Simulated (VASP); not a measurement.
# P (Pm-3m) in VASP: further runs, part 2 of 2

VASP 6.6.1.

## Step 3: Relaxation of cell and atoms, PBE+D3(BJ) (cell and atoms relaxed tightly for response)

Input file INCAR:

```
ALGO = Fast
EDIFF = 1E-6
EDIFFG = -0.001
ENCUT = 600
GGA = PE
IBRION = 2
ISIF = 3
ISMEAR = -1
IVDW = 12
LASPH = T
LCHARG = F
LREAL = F
LWAVE = F
NELM = 100
NSW = 80
PREC = Accurate
SIGMA = 0.15
```

Input file KPOINTS:

```
k-points
0
Gamma
  20 20 20
```

Input file POSCAR:

```
P
1.0
    2.4072602641      0.0000000000      0.0000000000
    0.0000000000      2.4072602641      0.0000000000
    0.0000000000      0.0000000000      2.4073686090
P
1
Direct
    0.0000000000      0.0000000000      0.0000000000
```

Potentials or basis: VASP PAW PBE potentials, release 64 (P).

The run is started by

```sh
> cat potpaw_PBE.64/P/POTCAR > POTCAR
> mpirun -np 1 vasp_std > vasp.out
```

OUTCAR:

```text
EDIFF = 1E-6
   EDIFFG = -0.001
   ENCUT = 600
   GGA = PE
   IBRION = 2
   ISIF = 3
   ISMEAR = -1
   IVDW = 12
   LASPH = T
   LREAL = F
   NELM = 100
   NSW = 80
   PREC = Accurate
 IVDW          = 12

 ion  position               nearest neighbor table
   1  0.000  0.000  0.000-

  LATTYP: Found a simple tetragonal cell.
 ALAT       =     2.4072602641
 C/A-ratio  =     1.0000450076

  Lattice vectors:

 A1 = (   2.4072602641,   0.0000000000,   0.0000000000)
 A2 = (   0.0000000000,   2.4072602641,   0.0000000000)
 A3 = (   0.0000000000,   0.0000000000,   2.4073686090)

Analysis of symmetry for initial positions (statically):
=====================================================================
 Subroutine PRICEL returns:
 Original cell was already a primitive cell.

 Routine SETGRP: Setting up the symmetry group for a
 simple tetragonal supercell.

 Subroutine GETGRP returns: Found 16 space group operations
 (whereof 16 operations were pure point group operations)
 out of a pool of 16 trial point group operations.

The static configuration has the point symmetry D_4h.

Analysis of symmetry for dynamics (positions and initial velocities):
=====================================================================
 Subroutine PRICEL returns:
 Original cell was already a primitive cell.

 Routine SETGRP: Setting up the symmetry group for a
[... 145 lines left out ...]

 number of electron       5.0000001 magnetization

 Free energy of the ion-electron system (eV)
  ---------------------------------------------------
  ext. energy  EPLUGINS =         0.00000000
  ---------------------------------------------------
  free energy    TOTEN  =        -5.27155691 eV

  energy without entropy =       -5.24752232  energy(sigma->0) =       -5.25953961

------------------------ aborting loop because EDIFF is reached ----------------------------------------

 Edisp (eV)   -0.50651

 E8    (eV) :    -0.1914
[... 69 lines left out ...]
--------------------------------------- Ionic step        3  -------------------------------------------

 number of electron       5.0000001 magnetization

 Free energy of the ion-electron system (eV)
  ---------------------------------------------------
  ext. energy  EPLUGINS =         0.00000000
  ---------------------------------------------------
  free energy    TOTEN  =        -5.27204162 eV

  energy without entropy =       -5.24800348  energy(sigma->0) =       -5.26002255

 E-fermi :  10.3568     XC(G=0): -11.4637

 val. band max:       10.3563977292   @ k =   0.2500   0.2000   0.0500
 cond. band min:      10.3760278251   @ k =   0.2000   0.0000   0.2000
 fundamental gap:      0.0196300959
 Fermi energy:        10.3567559843

 k-point     1 :       0.0000    0.0000    0.0000
  band No.  band energies     occupation
      1      -6.6836      2.00000
      2      15.5026      0.00000
      3      15.5034      0.00000
      4      15.5034      0.00000
      5      16.9952      0.00000
      6      16.9954      0.00000
[... 199 lines left out ...]
 k-point    24 :       0.2000    0.1000    0.0000
  band No.  band energies     occupation
      1      -5.5117      2.00000
      2       8.9096      1.99987
      3      13.3282      0.00000
      4      16.4197      0.00000
      5      19.6215      0.00000
      6      23.6871      0.00000

 [... further k-points ...]

------------------------ aborting loop because EDIFF is reached ----------------------------------------

 Edisp (eV)   -0.50603

 E8    (eV) :    -0.1912
[... 24 lines left out ...]
  FREE ENERGIE OF THE ION-ELECTRON SYSTEM (eV)
  ---------------------------------------------------
  free  energy   TOTEN  =        -5.7780706813 eV

  energy  without entropy=       -5.7540325414  energy(sigma->0) =       -5.76605161

 reached required accuracy - stopping structural energy minimisation
```

OSZICAR:

```text
N       E                     dE             d eps       ncg     rms          rms(c)
DAV:   1     0.387965821519E+01    0.38797E+01   -0.23933E+03  8934   0.690E+02
DAV:   2    -0.512559239756E+01   -0.90053E+01   -0.85317E+01 12366   0.747E+01
DAV:   3    -0.527009398076E+01   -0.14450E+00   -0.14385E+00 10644   0.104E+01
DAV:   4    -0.527071724609E+01   -0.62327E-03   -0.62176E-03 13644   0.546E-01
[... 12 lines left out ...]
   2 F= -.57780691E+01 E0= -.57660490E+01  d E =-.250799E-05
       N       E                     dE             d eps       ncg     rms          rms(c)
DAV:   1    -0.527204316021E+01    0.26808E-03   -0.60647E-05 11334   0.528E-02    0.140E-02
RMM:   2    -0.527204207647E+01    0.10837E-05   -0.60098E-07  4946   0.779E-03    0.774E-03
RMM:   3    -0.527204161589E+01    0.46058E-06   -0.68762E-07  4630   0.651E-03
   3 F= -.57780707E+01 E0= -.57660516E+01  d E =-.407509E-05
```

Run time: 37 s. Hardware: 1 thread of AMD EPYC 9R45 (Zen 5), shared host; peak memory 0.16 GiB.

What came out:

```yaml
Free_energy: -5.7781 eV
Relaxed_volume: 13.96 Å³/atom
Relaxed_cell: a = 2.408 Å, b = 2.408 Å, c = 2.408 Å, α = 90.00°, β = 90.00°, γ = 90.00°
Space_group_after_relaxing_to_0.05_Å: Pm-3m (No. 221)
Energy_gained_by_relaxing: 0.0 meV/atom
Ionic_steps: 3
Pressure_after_relaxing: 0.0 GPa
Band_gap_on_the_k_mesh: none (metal or under the smearing width)
Dispersion_energy_per_atom: -0.506 eV
```

Final structure:
```cif
data_structure
_symmetry_space_group_name_H-M 'P 1'
_symmetry_Int_Tables_number 1
_cell_length_a 2.4080
_cell_length_b 2.4080
_cell_length_c 2.4081
_cell_angle_alpha 90.000
_cell_angle_beta 90.000
_cell_angle_gamma 90.000
_cell_volume 13.96
loop_
_atom_site_label
_atom_site_type_symbol
_atom_site_fract_x
_atom_site_fract_y
_atom_site_fract_z
_atom_site_occupancy
P1 P 0.00000 0.00000 0.00000 1
```

Levels at points of the mesh, in eV from the Fermi level:
```csv
k point,band 1,band 2,band 3,band 4,band 5,band 6
"(0.00, 0.00, 0.00)",-17.04,5.15,5.15,5.15,6.64,6.64
"(0.50, 0.00, 0.00)",-12.50,-9.14,8.15,8.15,9.29,14.43
"(0.50, 0.50, 0.00)",-7.55,-5.58,-5.58,0.63,10.94,17.06
"(0.00, 0.00, 0.50)",-12.50,-9.14,8.15,8.15,9.29,14.43
"(0.50, 0.00, 0.50)",-7.55,-5.58,-5.58,0.63,10.94,17.06
"(0.50, 0.50, 0.50)",-2.34,-2.34,-2.34,-1.27,4.43,4.43
```

Caveat: pairwise dispersion overbinds metals, which lowers pressure and volume.
